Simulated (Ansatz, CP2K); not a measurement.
This is a calculation of HfO2 for Ansatz 0.2.0. Measurements of this composition are mostly on another form, of space group No. 14.

input.yaml

```yaml
crystal:
  lattice:
    - [5.21946336, 0.0, 0.0]
    - [0.0, 5.00476369, 0.0]
    - [0.0, 0.0, 5.03268505]
  atoms:
    - { symbol: Hf, position: [0.966994, 0.73252082, 0.74144035] }
    - { symbol: Hf, position: [0.533006, 0.73252082, 0.24144035] }
    - { symbol: Hf, position: [0.466994, 0.26747918, 0.74144035] }
    - { symbol: Hf, position: [0.033006, 0.26747918, 0.24144035] }
    - { symbol: O, position: [0.63212745, 0.9286454, 0.87926726] }
    - { symbol: O, position: [0.86787255, 0.9286454, 0.37926726] }
    - { symbol: O, position: [0.23394852, 0.53988305, 0.49229239] }
    - { symbol: O, position: [0.26605148, 0.53988305, 0.99229239] }
    - { symbol: O, position: [0.76605148, 0.46011695, 0.99229239] }
    - { symbol: O, position: [0.73394852, 0.46011695, 0.49229239] }
    - { symbol: O, position: [0.13212745, 0.0713546, 0.87926726] }
    - { symbol: O, position: [0.36787255, 0.0713546, 0.37926726] }
hamiltonian:
  xc: pbe
  pseudopotentials: { kind: paw }
kpoints:
  mp_grid: { grid: [5, 6, 5] }
scf:
  occupations: { method: gaussian, width: 0.012 }
output:
  forces: true
  stress: true
  eigenvalues: true
```

Potentials or basis: Ansatz PAW.

The run is started by

```sh
$ ansatz run input.yaml --threads 4 --pin off --max-ram 11264MiB --backend cpu --events-out ev --progress --plain --runs-dir out
```

Question: What does the same run look like in CP2K 2026.2? Potentials or basis there: POTENTIAL_UZH Hf GTH-PBE-q12, O GTH-PBE-q6; TZVP-MOLOPT-PBE-GTH basis.

Answer: As run (cutoffs and basis follow the program's own potentials, and thresholds, step limits or extra output files can differ):

hfo2_scf.inp

```
&GLOBAL
  PROJECT hfo2_scf
  RUN_TYPE ENERGY_FORCE
  PRINT_LEVEL LOW
&END GLOBAL
&FORCE_EVAL
  METHOD QS
  STRESS_TENSOR ANALYTICAL
  &DFT
    BASIS_SET_FILE_NAME BASIS_MOLOPT_UZH
    POTENTIAL_FILE_NAME POTENTIAL_UZH
    &MGRID
      CUTOFF 600
      REL_CUTOFF 60
      NGRIDS 5
    &END MGRID
    &QS
      METHOD GPW
      EPS_DEFAULT 1.0E-10
    &END QS
    &KPOINTS
      SCHEME MONKHORST-PACK 5 6 5
      GAMMA_CENTERED T
      SYMMETRY T
      SYMMETRY_BACKEND SPGLIB
    &END KPOINTS
    &SCF
      SCF_GUESS ATOMIC
      EPS_SCF 1.0E-6
      MAX_SCF 100
      ADDED_MOS 42
      CHOLESKY OFF
      EPS_EIGVAL 1.0E-7
      &DIAGONALIZATION ON
        ALGORITHM STANDARD
      &END DIAGONALIZATION
      &MIXING ON
        METHOD BROYDEN_MIXING
        ALPHA 0.4
        BETA 1.5
        NBUFFER 8
      &END MIXING
      &SMEAR ON
        METHOD GAUSSIAN
        SIGMA [eV] 0.012
      &END SMEAR
    &END SCF
    &XC
      &XC_FUNCTIONAL
        &GGA_X_PBE
        &END GGA_X_PBE
        &GGA_C_PBE
        &END GGA_C_PBE
      &END XC_FUNCTIONAL
    &END XC
    &PRINT
      &KPOINTS ON
      &END KPOINTS
      &MULLIKEN ON
      &END MULLIKEN
      &MO ON
        ENERGIES T
        OCCUPATION_NUMBERS T
        &EACH
          QS_SCF 0
        &END EACH
        ADD_LAST NUMERIC
      &END MO
    &END PRINT
  &END DFT
  &SUBSYS
    &CELL
      ABC 5.2194633600 5.0047636900 5.0326850500
      ALPHA_BETA_GAMMA 90.0000000000 90.0000000000 90.0000000000
      PERIODIC XYZ
    &END CELL
    &COORD
      SCALED
      Hf  0.9669940000 0.7325208200 0.7414403500
      Hf  0.5330060000 0.7325208200 0.2414403500
      Hf  0.4669940000 0.2674791800 0.7414403500
      Hf  0.0330060000 0.2674791800 0.2414403500
      O   0.6321274500 0.9286454000 0.8792672600
      O   0.8678725500 0.9286454000 0.3792672600
      O   0.2339485200 0.5398830500 0.4922923900
      O   0.2660514800 0.5398830500 0.9922923900
      O   0.7660514800 0.4601169500 0.9922923900
      O   0.7339485200 0.4601169500 0.4922923900
      O   0.1321274500 0.0713546000 0.8792672600
      O   0.3678725500 0.0713546000 0.3792672600
    &END COORD
    &KIND Hf
      BASIS_SET TZVP-MOLOPT-PBE-GTH-q12
      POTENTIAL GTH-PBE-q12
    &END KIND
    &KIND O
      BASIS_SET TZVP-MOLOPT-PBE-GTH-q6
      POTENTIAL GTH-PBE-q6
    &END KIND
    &PRINT
      &ATOMIC_COORDINATES ON
      &END ATOMIC_COORDINATES
      &CELL ON
      &END CELL
      &SYMMETRY ON
      &END SYMMETRY
    &END PRINT
  &END SUBSYS
  &PRINT
    &FORCES ON
    &END FORCES
    &STRESS_TENSOR ON
    &END STRESS_TENSOR
  &END PRINT
&END FORCE_EVAL
```

Potentials or basis: POTENTIAL_UZH Hf GTH-PBE-q12, O GTH-PBE-q6; TZVP-MOLOPT-PBE-GTH basis.

Run with:

```console
$ OMP_NUM_THREADS=1 cp2k.psmp -i hfo2_scf.inp -o hfo2_scf.out
```

Both were run:

|  | Ansatz | CP2K |
| --- | --- | --- |
| Pressure | 9.8 GPa | 3.5 GPa |

Ansatz's pressure holds a Pulay term of +0.83 GPa for its cutoff of 420 eV, which the other run lacks.

The potentials hold 152 and 96 valence electrons a cell.

Where Ansatz's input types no cutoff or centring, it takes its own default and a Γ-centred mesh.

The two runs disagree by more than potentials and bases usually give (in gap, levels, pressure or energy); the cause wasn't traced.

Pressure is positive in compression.
